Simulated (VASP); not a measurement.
A run of VASP 6.6.1 is set up as follows.

The input INCAR:

```
SYSTEM = Ag
ALGO = Fast ; CSHIFT = 0.05
EDIFF = 1E-7 ; ENCUT = 520
GGA = CA ; ISIF = 2
ISMEAR = -1 ; LASPH = .TRUE.
LCHARG = .FALSE. ; LOPTICS = .TRUE.
LREAL = .FALSE. ; LWAVE = .FALSE.
NBANDS = 30 ; NEDOS = 1000
NELM = 80 ; PREC = Accurate
SIGMA = 0.05
```

KPOINTS

```
k-points
0
G
  20 20 20
  0 0 0
```

POSCAR

```
Ag
1.0
    0.0000000000      2.0430000000      2.0430000000
    2.0430000000      0.0000000000      2.0430000000
    2.0430000000      2.0430000000      0.0000000000
Ag
1
Direct
    0.0000000000      0.0000000000      0.0000000000
```

Potentials or basis: VASP PAW LDA potentials, release 64 (Ag).

Command:

```sh
$ cat potpaw_LDA.64/Ag/POTCAR > POTCAR
$ mpirun -np 1 vasp_std > vasp.out
```

(1) Estimate the pressure.

(2) Estimate the band gap on the k mesh.

Answers

(1) -7.2 GPa.

(2) none (metal or under the smearing width).
